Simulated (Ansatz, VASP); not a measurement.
## Ge: VASP beside Ansatz

The input INCAR:

```
SYSTEM = Ge
ALGO = Normal
EDIFF = 1E-7
EDIFFG = -0.01
ENCUT = 600
GGA = PE
IBRION = 2
ISIF = 3
ISMEAR = -1
IVDW = 12
LASPH = .True.
LCHARG = .False.
LREAL = .False.
LWAVE = .False.
NELM = 80
NSW = 60
PREC = Accurate
SIGMA = 0.05
```

KPOINTS

```
k-points
0
Gamma
  10 10 10
  0 0 0
```

The input POSCAR:

```
Ge
1.0
    2.7104700000      0.0000000000      0.0000000000
    0.0000000000      2.7104700000      0.0000000000
    0.0000000000      0.0000000000      2.7104700000
Ge
1
Direct
    0.0000000000      0.0000000000      0.0000000000
```

File input.yaml:

```yaml
crystal:
  lattice:
    - [2.71047, 0.0, 0.0]
    - [0.0, 2.71047, 0.0]
    - [0.0, 0.0, 2.71047]
  atoms:
    - { symbol: Ge, position: [0.0, 0.0, 0.0] }
hamiltonian:
  xc: pbe
  pseudopotentials: { kind: paw }
  dispersion: d3bj
kpoints:
  mp_grid: { grid: [10, 10, 10] }
scf:
  occupations: { method: fermi_dirac, width: 0.05 }
output:
  forces: true
  stress: true
  eigenvalues: true
relax:
  f_tol: 0.01
  max_steps: 40
  cell: { stress_tol: 0.05 }
```

The cell was built by a generator and needn't be a form met in nature.

Alike in both runs: task relaxation of cell and atoms; functional PBE; dispersion D3(BJ); k mesh 10 × 10 × 10; occupations fermi-dirac, width 0.05 eV; no spin polarisation.

|  | VASP | Ansatz |
| --- | --- | --- |
| version | VASP 6.6.1 | Ansatz 0.2.0 |
| potentials or method | VASP PAW PBE potentials, release 64 (Ge_d) | Ansatz PAW |
| plane-wave cutoff (eV) | 600 | 420 |
| valence electrons in the cell | 14 | 14 |

Ansatz gave:

```
gap on the k mesh at the Fermi level, each at its own relaxed structure (eV) : none
relaxed volume (Å³/atom)                                                     : 19.01
relaxed cell length with the largest relative difference (Å)                 : 2.669
energy change over the relaxation (meV/atom)                                 : -9
```

Estimate VASP's values.

gap on the k mesh at the Fermi level, each at its own relaxed structure (eV): none; relaxed volume (Å³/atom): 19.02; relaxed cell length with the largest relative difference (Å): 2.669; energy change over the relaxation (meV/atom): -9.

A gap of «none» marks a metal or a gap that the smearing closes.

Caveats: pairwise dispersion overbinds metals, which lowers pressure and volume; the plane-wave basis is chosen anew once the cell has moved, so the energies of steps on either side of that aren't comparable (Ansatz).
